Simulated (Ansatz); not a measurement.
## Au(100) / 1 layer Ag(100) / Au(100): resistance against film thickness

How does the resistance across the layers grow with the film in Au(100) / 1 layer Ag(100) / Au(100)?

Method: Ansatz plane-wave DFT, PBE, PAW files; ballistic transport by layer matching (Landauer), zero bias; PAW set soft_1, in the first sound run; inputs show where later runs differ, in Ansatz 0.2.0.

This is a report of a sequence of runs, with most program output left out.

## 1. Starting point

The cell holds 10 atoms: 9 Au and 1 Ag. Cell: a = 2.884 Å, b = 2.884 Å, c = 20.403 Å, α = 90.0°, β = 90.0°, γ = 90.0°. It derives from Au and Ag. Regions: lead, 9 atoms (9 Au); films, 1 atom (1 Ag). The structure is stacked along c, and the current runs across the ab planes.

## 2. With 1 layer

The film is laid into the lead at the lead's in-plane lattice, and the cell closes on the lead's own image. The mesh across the current, 26×26, is finer than the density's, because channels open and close sharply across the zone. Energies from -1 to 1 eV in steps of 0.036 eV cover the slope of the Fermi function at 300 K, so the program can form a conductance.

The input, input.yaml:

```yaml
crystal:
  lattice:
    - [2.8837582304, 0.0, 0.0]
    - [0.0, 2.8837582304, 0.0]
    - [0.0, 0.0, 20.4031982613]
  atoms:
    - { symbol: Au, position: [0.0, 0.0, 0.0499707196] }
    - { symbol: Au, position: [0.5, 0.5, 0.1499121589] }
    - { symbol: Au, position: [0.0, 0.0, 0.2498535982] }
    - { symbol: Au, position: [0.5, 0.5, 0.3497950375] }
    - { symbol: Ag, position: [0.0, 0.0, 0.4500292804] }
    - { symbol: Au, position: [0.5, 0.5, 0.5502635233] }
    - { symbol: Au, position: [0.0, 0.0, 0.6502049625] }
    - { symbol: Au, position: [0.5, 0.5, 0.7501464018] }
    - { symbol: Au, position: [0.0, 0.0, 0.8500878411] }
    - { symbol: Au, position: [0.5, 0.5, 0.9500292804] }
kpoints:
  mp_grid: { grid: [13, 13, 2] }
hamiltonian:
  xc: pbe
  pseudopotentials: { kind: paw, azcp: { folder: soft_1 } }
scf:
  occupations: { method: fermi_dirac, width: 0.1 }
output:
  transmission: { leads: [[0, 1]], kmesh: [26, 26], e_range: [-1.0, 1.0], de: 0.036 }
  write_potential: true
  write_density: true
  volumetric_format: npy
  elf: true
```

On the command line:

```sh
$ ansatz run input.yaml --threads 4 --pin off --max-ram 8192MiB --backend cpu --events-out ev --progress --plain --runs-dir out
```

Wall time 1.8 min (4 threads of AMD EPYC 9R14 (Zen 4), shared host); peak memory 1.2 GiB; 6.2 min of CPU time.

This step gave:

```
free energy                                                                : -125951.4318 eV
energy at zero smearing                                                    : -125951.3890 eV
Fermi energy                                                               : 20.40 eV
cell area                                                                  : 8.316 Å²
step of the lead's potential                                               : 2.3 meV
ballistic conductance of the lead                                          : 8.82e14 S/m²
estimated errors of the lead's conductance                                 : 0, 5.1, 0.3 % (band edges, k-mesh, distance from neutral)
lead conductance per cell                                                  : 0.9462 G₀
conductance of the junction                                                : 8.21e14 S/m²
junction conductance per cell                                              : 0.8814 G₀
estimated errors of the junction's conductance                             : 0, 0, 5, 0.1, 0.3 % (energy step, band edges, k-mesh, leads' steps, distance from neutral)
area resistance that the stack adds (contact term taken off, spin by spin) : 0.08343 fΩ m²
```

Per spin. The transmission, zone mean by energy, zero at the Fermi level:

energy (eV), transmission, zone mean and a bar from the least value:
```
   -1.000      0.745 
   -0.892      0.757 ##
   -0.820      0.768 ###
   -0.712      0.795 #######
   -0.640      0.806 #########
   -0.532      0.829 ############
   -0.424      0.835 #############
   -0.352      0.843 ##############
   -0.244      0.836 #############
   -0.136      0.861 #################
   -0.064      0.875 ###################
    0.008      0.880 ####################
    0.044      0.889 #####################
    0.116      0.900 ######################
    0.224      0.913 ########################
    0.332      0.915 #########################
    0.404      0.908 ########################
    0.476      0.927 ##########################
    0.512      0.909 ########################
    0.620      0.927 ##########################
    0.692      0.940 ############################
    0.800      0.951 ##############################
    0.872      0.940 ############################
    0.980      0.952 ##############################
```

Per spin. The open channels, zone mean, lead by energy, zero at the Fermi level:

```
energy (eV)  open channels, zone mean, lead
     -1.000                           0.818
     -0.964                           0.842
     -0.892                           0.842
     -0.856                           0.824
     -0.784                           0.836
     -0.748                           0.859
     -0.676                           0.871
     -0.640                           0.871
     -0.568                           0.889
     -0.532                           0.901
     -0.460                           0.901
     -0.424                           0.913
     -0.352                           0.913
     -0.316                           0.907
     -0.244                           0.895
     -0.208                           0.919
     -0.136                           0.930
     -0.100                           0.930
     -0.028                           0.942
      0.008                           0.942
      0.080                           0.966
      0.116                           0.966
      0.188                           0.978
      0.224                           0.978
      0.296                            1.01
      0.332                           0.996
      0.404                           0.984
      0.440                           0.984
      0.512                           0.978
      0.548                           0.990
      0.620                            1.00
      0.656                            1.00
      0.728                            1.01
      0.764                            1.01
      0.836                            1.01
      0.872                            1.02
      0.944                            1.03
      0.980                            1.04
```

Transmission over k1 and k2. At 0.0080 eV from the Fermi level.

Ten even steps from '0' (0.00) to '9' (1.89):
```
00044444455555555544444400
00444444455555555544444440
04444444445555555444444444
04444444445555555444444444
04444444445555555444444444
04444444444555554444444444
04444444444555554444444444
94444444444555554444444444
95544444445555555444444455
95555544455555555544455555
05555555555555555555555555
05555555555555555555555555
05555555555555555555555555
05555555555555555555555555
05555555555555555555555555
95555544455555555544455555
95544444445555555444444455
94444444444555554444444444
04444444444555554444444444
04444444444555554444444444
04444444445555555444444444
04444444445555555444444444
04444444445555555444444444
00444444455555555544444440
00044444455555555544444400
00000000999000009990000000
```
Columns: k1 (b1) from -0.5 to 0.462; rows upwards: k2 (b2) from -0.5 to 0.462.

Open channels over k1 and k2. At 0.0080 eV from the Fermi level.

Ten even steps from '_' (0.00) to '@' (2.00):
```
______++++++++++++++++++++++++++++++++++++++++++____
____++++++++++++++++++++++++++++++++++++++++++++++__
__++++++++++++++++++++++++++++++++++++++++++++++++++
__++++++++++++++++++++++++++++++++++++++++++++++++++
__++++++++++++++++++++++++++++++++++++++++++++++++++
__++++++++++++++++++++++++++++++++++++++++++++++++++
__++++++++++++++++++++++++++++++++++++++++++++++++++
@@++++++++++++++++++++++++++++++++++++++++++++++++++
@@++++++++++++++++++++++++++++++++++++++++++++++++++
@@++++++++++++++++++++++++++++++++++++++++++++++++++
__++++++++++++++++++++++++++++++++++++++++++++++++++
__++++++++++++++++++++++++++++++++++++++++++++++++++
__++++++++++++++++++++++++++++++++++++++++++++++++++
__++++++++++++++++++++++++++++++++++++++++++++++++++
__++++++++++++++++++++++++++++++++++++++++++++++++++
@@++++++++++++++++++++++++++++++++++++++++++++++++++
@@++++++++++++++++++++++++++++++++++++++++++++++++++
@@++++++++++++++++++++++++++++++++++++++++++++++++++
__++++++++++++++++++++++++++++++++++++++++++++++++++
__++++++++++++++++++++++++++++++++++++++++++++++++++
__++++++++++++++++++++++++++++++++++++++++++++++++++
__++++++++++++++++++++++++++++++++++++++++++++++++++
__++++++++++++++++++++++++++++++++++++++++++++++++++
____++++++++++++++++++++++++++++++++++++++++++++++__
______++++++++++++++++++++++++++++++++++++++++++____
________________@@@@@@__________@@@@@@______________
```
Columns: k1 (b1) from -0.5 to 0.462; rows upwards: k2 (b2) from -0.5 to 0.462.

ELF in the ca plane at fractional y = 0.000, with atoms of Au and Ag within 0.2 Å of it. It is the smooth field of the valence electrons, not physical close to the nuclei.

Ten even steps from '0' (0.11) to '9' (0.82), each cell a mean:
```
35775310001357764100001468631000024686521000
24554210001135542100000245420000013455311000
12332111111112321111110012100111111232111111
11111111111111111111111000001111111111111111
11221111111111211111111001001111111121111111
13443110001124432101100133210111112344211000
35665310001246653100001356530000013566421000
36896410001358964200001479741000024697531000
```
Columns run along c (16.0 Å, from fractional 0.01 to 0.79 of the cell), rows up along a (2.9 Å). Atoms in or near the plane, at fractional coordinates: Au at (0.05, 0.00), Au at (0.25, 0.00), Ag at (0.45, 0.00), Au at (0.65, 0.00).

Electrostatic potential energy in the ca plane at fractional y = 0.000, with atoms of Au and Ag within 0.2 Å of it. With pseudopotentials it is smooth inside the atoms' cores, unlike the true potential.

Ten even steps from '0' (-29 eV) to '9' (23 eV), each cell a mean:
```
61001599999720004899998446458999984000279999
84214799999852137999999644479999997312589999
98778999999987679999999977899999999767899999
99999999999999999999999999999999999999999999
99889999999998889999999988999999999888999999
86446899999974458999999855689999998544799999
72002699999830015999998544458999985100489999
51000599999710004899998458548999983000279999
```
Columns run along c (16.0 Å, from fractional 0.01 to 0.79 of the cell; values clipped at the 3rd and 97th percentile), rows up along a (2.9 Å). Atoms in or near the plane, at fractional coordinates: Au at (0.05, 0.00), Au at (0.25, 0.00), Ag at (0.45, 0.00), Au at (0.65, 0.00).

Valence density in the ca plane at fractional y = 0.000, with atoms of Au and Ag within 0.2 Å of it. It is the smooth field of the valence electrons, not physical close to the nuclei.

Ten steps, logarithmic in the rise over the least value, from '0' (0 e/Å³) to '9' (21 e/Å³), each cell a mean:
```
36887410000368874100002589851000025788620000
24665210000146653100001356531000013566410000
12332100100123321001100123210011001233110010
01111001110011110011100001000011100111000111
01221101110012211001100011100011001122100111
13553200000135542100001245420000012454310000
36776310000257764100001478741000014777520000
47897410001368975100002689852000025898630000
```
Columns run along c (16.0 Å, from fractional 0.01 to 0.79 of the cell), rows up along a (2.9 Å). Atoms in or near the plane, at fractional coordinates: Au at (0.05, 0.00), Au at (0.25, 0.00), Ag at (0.45, 0.00), Au at (0.65, 0.00).

The lead's potential steps by 2.3 meV from period to period, small in itself. The program estimates the junction's conductance to 5 % from the k-mesh, 0.3 % from the leads' distance from neutral and 0.1 % from their steps.

By hand: 1/G − 1/G_lead = 1/0.8212 − 1/0.8816 = 0.0834 fΩ m² with G in 10¹⁵ S/m².

## 3. With 3 layers, k-mesh 13×13×1, film layers 3

The stack now holds 3 film layers; the k-mesh follows the cell, and the energies span -0.27 to 0.27 eV.

System of this step: Au(100) / 3 layers Ag(100) / Au(100). The cell holds 12 atoms: 9 Au and 3 Ag. Its edges and angles: a = 2.884 Å, b = 2.884 Å, c = 24.505 Å, α = 90.0°, β = 90.0°, γ = 90.0°. It derives from Au and Ag. Regions: lead, 9 atoms (9 Au); films, 3 atoms (3 Ag). The structure is stacked along c, and the current runs across the ab planes.

The input, input.yaml:

```yaml
crystal:
  lattice:
    - [2.8837582304, 0.0, 0.0]
    - [0.0, 2.8837582304, 0.0]
    - [0.0, 0.0, 24.5053447839]
  atoms:
    - { symbol: Au, position: [0.0, 0.0, 0.0416057194] }
    - { symbol: Au, position: [0.5, 0.5, 0.1248171583] }
    - { symbol: Au, position: [0.0, 0.0, 0.2080285972] }
    - { symbol: Au, position: [0.5, 0.5, 0.2912400361] }
    - { symbol: Ag, position: [0.0, 0.0, 0.3746952639] }
    - { symbol: Ag, position: [0.5, 0.5, 0.4583942806] }
    - { symbol: Ag, position: [0.0, 0.0, 0.5420932972] }
    - { symbol: Au, position: [0.5, 0.5, 0.625548525] }
    - { symbol: Au, position: [0.0, 0.0, 0.7087599639] }
    - { symbol: Au, position: [0.5, 0.5, 0.7919714028] }
    - { symbol: Au, position: [0.0, 0.0, 0.8751828417] }
    - { symbol: Au, position: [0.5, 0.5, 0.9583942806] }
kpoints:
  mp_grid: { grid: [13, 13, 1] }
hamiltonian:
  xc: pbe
  pseudopotentials: { kind: paw, azcp: { folder: soft_1 } }
scf:
  occupations: { method: fermi_dirac, width: 0.1 }
output:
  transmission:
    leads: [[0, 1]]
    kmesh: [26, 26]
    e_range: [-0.27, 0.27]
    de: 0.036
  write_potential: true
  write_density: true
  volumetric_format: npy
```

Run time: 44 s. Hardware: 4 threads; peak memory 1.2 GiB.

This step gave:

```
free energy                                                                : -141132.6613 eV
energy at zero smearing                                                    : -141132.6142 eV
Fermi energy                                                               : 19.88 eV
step of the lead's potential                                               : 0.7 meV
ballistic conductance of the lead                                          : 8.81e14 S/m²
estimated errors of the lead's conductance                                 : 0, 5.1, 0.2 % (band edges, k-mesh, distance from neutral)
lead conductance per cell                                                  : 0.9451 G₀
conductance of the junction                                                : 8.15e14 S/m²
junction conductance per cell                                              : 0.8743 G₀
estimated errors of the junction's conductance                             : 0, 0, 4.3, 0, 0.2 % (energy step, band edges, k-mesh, leads' steps, distance from neutral)
area resistance that the stack adds (contact term taken off, spin by spin) : 0.09189 fΩ m²
```

Per spin. Transmission, zone mean against energy, zero at the Fermi level:

| energy (eV) | transmission, zone mean |
| --- | --- |
| -0.270 | 0.827 |
| -0.234 | 0.827 |
| -0.198 | 0.841 |
| -0.162 | 0.843 |
| -0.126 | 0.856 |
| -0.090 | 0.859 |
| -0.054 | 0.870 |
| -0.018 | 0.873 |
| 0.018 | 0.875 |
| 0.054 | 0.884 |
| 0.090 | 0.888 |
| 0.126 | 0.890 |
| 0.162 | 0.892 |
| 0.198 | 0.898 |
| 0.234 | 0.895 |
| 0.270 | 0.893 |

The conductance of the junction is 8.1e14 S/m², 0.80 % under the 8.2e14 S/m² of the last finished run, within the error estimates, leads' steps apart, of 5 and 4.3 %.

## 4. With 5 layers, k-mesh 13×13×1, film layers 5

The stack now holds 5 film layers; the k-mesh follows the cell, and the energies span -0.27 to 0.27 eV.

System of this step: Au(100) / 5 layers Ag(100) / Au(100). The cell holds 14 atoms: 9 Au and 5 Ag. Its edges and angles: a = 2.884 Å, b = 2.884 Å, c = 28.607 Å, α = 90.0°, β = 90.0°, γ = 90.0°. It derives from Au and Ag. Regions: lead, 9 atoms (9 Au); films, 5 atoms (5 Ag). The structure is stacked along c, and the current runs across the ab planes.

input.yaml, the sections that differ from step 3:

```yaml
crystal:
  lattice:
    - [2.8837582304, 0.0, 0.0]
    - [0.0, 2.8837582304, 0.0]
    - [0.0, 0.0, 28.6074913064]
  atoms:
    - { symbol: Au, position: [0.0, 0.0, 0.0356397032] }
    - { symbol: Au, position: [0.5, 0.5, 0.1069191097] }
    - { symbol: Au, position: [0.0, 0.0, 0.1781985161] }
    - { symbol: Au, position: [0.5, 0.5, 0.2494779225] }
    - { symbol: Ag, position: [0.0, 0.0, 0.32096616] }
    - { symbol: Ag, position: [0.5, 0.5, 0.3926632284] }
    - { symbol: Ag, position: [0.0, 0.0, 0.4643602968] }
    - { symbol: Ag, position: [0.5, 0.5, 0.5360573652] }
    - { symbol: Ag, position: [0.0, 0.0, 0.6077544336] }
    - { symbol: Au, position: [0.5, 0.5, 0.679242671] }
    - { symbol: Au, position: [0.0, 0.0, 0.7505220775] }
    - { symbol: Au, position: [0.5, 0.5, 0.8218014839] }
    - { symbol: Au, position: [0.0, 0.0, 0.8930808903] }
    - { symbol: Au, position: [0.5, 0.5, 0.9643602968] }
# kpoints, hamiltonian, scf, output: as in step 3
```

It took 51 s on 4 threads; peak memory 1.5 GiB.

This step gave:

| Property | Result |
| --- | --- |
| free energy | -156313.8636 eV |
| energy at zero smearing | -156313.8018 eV |
| Fermi energy | 19.52 eV |
| step of the lead's potential | 1.5 meV |
| ballistic conductance of the lead | 8.83e14 S/m² |
| estimated errors of the lead's conductance | 0, 5, 0.4 % (band edges, k-mesh, distance from neutral) |
| lead conductance per cell | 0.9472 G₀ |
| conductance of the junction | 8.10e14 S/m² |
| junction conductance per cell | 0.8690 G₀ |
| estimated errors of the junction's conductance | 0, 0, 4.4, 0.1, 0.4 % (energy step, band edges, k-mesh, leads' steps, distance from neutral) |
| area resistance that the stack adds (contact term taken off, spin by spin) | 0.1019 fΩ m² |

Per spin. Transmission, zone mean against energy, zero at the Fermi level:

```csv
energy (eV),"transmission, zone mean"
-0.270,0.818
-0.234,0.822
-0.198,0.828
-0.162,0.840
-0.126,0.847
-0.090,0.851
-0.054,0.865
-0.018,0.867
0.018,0.869
0.054,0.877
0.090,0.881
0.126,0.883
0.162,0.887
0.198,0.886
0.234,0.883
0.270,0.888
```

The conductance of the junction is 8.1e14 S/m², 0.61 % under the 8.1e14 S/m² of the last finished run, within the error estimates, leads' steps apart, of 4.3 and 4.4 %.

## 5. With 7 layers, k-mesh 13×13×1, film layers 7

The stack now holds 7 film layers; the k-mesh follows the cell, and the energies span -0.27 to 0.27 eV.

System of this step: Au(100) / 7 layers Ag(100) / Au(100). The cell holds 16 atoms: 9 Au and 7 Ag. Cell: a = 2.884 Å, b = 2.884 Å, c = 32.710 Å, α = 90.0°, β = 90.0°, γ = 90.0°. It derives from Au and Ag. Regions: lead, 9 atoms (9 Au); films, 7 atoms (7 Ag). The structure is stacked along c, and the current runs across the ab planes.

input.yaml, the sections that differ from step 4:

```yaml
crystal:
  lattice:
    - [2.8837582304, 0.0, 0.0]
    - [0.0, 2.8837582304, 0.0]
    - [0.0, 0.0, 32.709637829]
  atoms:
    - { symbol: Au, position: [0.0, 0.0, 0.0311700944] }
    - { symbol: Au, position: [0.5, 0.5, 0.0935102833] }
    - { symbol: Au, position: [0.0, 0.0, 0.1558504722] }
    - { symbol: Au, position: [0.5, 0.5, 0.218190661] }
    - { symbol: Ag, position: [0.0, 0.0, 0.2807134912] }
    - { symbol: Ag, position: [0.5, 0.5, 0.3434189627] }
    - { symbol: Ag, position: [0.0, 0.0, 0.4061244341] }
    - { symbol: Ag, position: [0.5, 0.5, 0.4688299056] }
    - { symbol: Ag, position: [0.0, 0.0, 0.531535377] }
    - { symbol: Ag, position: [0.5, 0.5, 0.5942408485] }
    - { symbol: Ag, position: [0.0, 0.0, 0.6569463199] }
    - { symbol: Au, position: [0.5, 0.5, 0.7194691501] }
    - { symbol: Au, position: [0.0, 0.0, 0.781809339] }
    - { symbol: Au, position: [0.5, 0.5, 0.8441495278] }
    - { symbol: Au, position: [0.0, 0.0, 0.9064897167] }
    - { symbol: Au, position: [0.5, 0.5, 0.9688299056] }
# kpoints, hamiltonian, scf, output: as in step 4
```

The job ended after 62 s (4 threads; peak memory 1.8 GiB; 3.9 min of CPU time).

This step gave:

```yaml
free_energy: -171495.0801 eV
energy_at_zero_smearing: -171495.0081 eV
fermi_energy: 19.22 eV
step_of_the_lead_s_potential: 1.2 meV
ballistic_conductance_of_the_lead: 8.79e14 S/m²
estimated_errors_of_the_lead_s_conductance: 0, 5.1, 0.1 % (band edges, k-mesh, distance from neutral)
lead_conductance_per_cell: 0.9437 G₀
conductance_of_the_junction: 8.05e14 S/m²
junction_conductance_per_cell: 0.8639 G₀
estimated_errors_of_the_junction_s_conductance: 0, 0, 4.6, 0.1, 0.1 % (energy step, band edges, k-mesh, leads' steps, distance from neutral)
area_resistance_that_the_stack_adds_contact_term_taken_off_spin_by_spin: 0.1051 fΩ m²
```

Per spin. Transmission, zone mean against energy, zero at the Fermi level:

```csv
energy (eV),"transmission, zone mean"
-0.270,0.818
-0.234,0.820
-0.198,0.831
-0.162,0.834
-0.126,0.841
-0.090,0.845
-0.054,0.857
-0.018,0.863
0.018,0.866
0.054,0.871
0.090,0.877
0.126,0.882
0.162,0.885
0.198,0.889
0.234,0.887
0.270,0.882
```

The conductance of the junction is 8.0e14 S/m², 0.60 % under the 8.1e14 S/m² of the last finished run, within the error estimates, leads' steps apart, of 4.4 and 4.6 %.

(Continued in part 2 of 2.)

[Logs are printed without paths, hosts, clocks, repeated set-up lines and the standing remarks that a program may print on its own settings, such as how far it seeks lower states.]

[Hosts, paths, dates, database ids (printed as entryN), source tags and the programs' standing remarks are cut or masked in the printed files.]
